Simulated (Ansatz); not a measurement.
Computed with DFT PBE, scalar-relativistic, plane waves, PAW (Ansatz). All cells share a 420 eV cutoff and Γ-centred k meshes spaced about 0.3 Å⁻¹ or finer (0.25 for metals, 2π included). No spin polarisation.

Temperature and zero-point effects are left out.

Compare these two cells of GaH, each relaxed at this level.

1.

Space group Pmmn:1 (No. 59). a = 2.826 Å, b = 3.879 Å, c = 5.711 Å, α = 90.00°, β = 90.00°, γ = 90.00°
| atom | site | symmetry | x | y | z |
| --- | --- | --- | --- | --- | --- |
| Ga | 2b | mm2 | 0.5000 | 0.0000 | 0.8676 |
| H | 2a | mm2 | 0.0000 | 0.0000 | 0.6729 |

2.

Space group P2_1/m (No. 11). a = 2.605 Å, b = 3.895 Å, c = 5.213 Å, α = 90.00°, β = 104.03°, γ = 90.00°
```json
{"atom": "Ga", "site": "2e", "symmetry": "m", "x": "0.6101", "y": "0.2500", "z": "0.2267"}
{"atom": "H", "site": "2e", "symmetry": "m", "x": "0.4315", "y": "0.2500", "z": "0.8615"}
```

Question: Which would you expect to be lower, and how large is the difference?

Answer: Cell 2 is lower, by 16 meV/atom. Cell 1 has space group Pmmn (No. 59), 15.7 Å³/atom and no gap on its mesh; cell 2 has space group P2_1/m (No. 11), 12.8 Å³/atom and no gap. Counting H atoms around Ga (those within 1.25 times the shortest such distance or 1.15 times the sum of covalent radii), cell 1 has Ga 2 and cell 2 has Ga 3. Even the lower one lies +0.28 eV/atom against the reference forms of the elements (uncorrected), so neither is stable at this level. In cell 1, Ga has 2 H at 1.80 Å; H has 2 Ga at 1.80 Å. In cell 2, around Ga lie 1 H at 1.85 Å and 2 H at 2.00 Å; H is surrounded by 1 Ga at 1.85 Å and 2 Ga at 2.00 Å. Both come from trial cells of a structure search, whose lowest cell (P6/mmm, 11.9 Å³/atom) lies 66 meV/atom below the lower of the two.

For metals, differences of a few meV/atom aren't resolved. No dispersion correction is applied, so the spacing and binding between layers, chains or molecules are poorly described (Pmmn, P2_1/m), and this can change margins and order among such cells. With hydrogen, zero-point motion can shift such differences by 10 meV/atom or more. With atoms moved at random, cell 1 (by 76 meV/atom) and cell 2 (by 60 meV/atom) fell into a lower structure. Some types were kept out of the candidates beforehand, so the set may lack a known form.
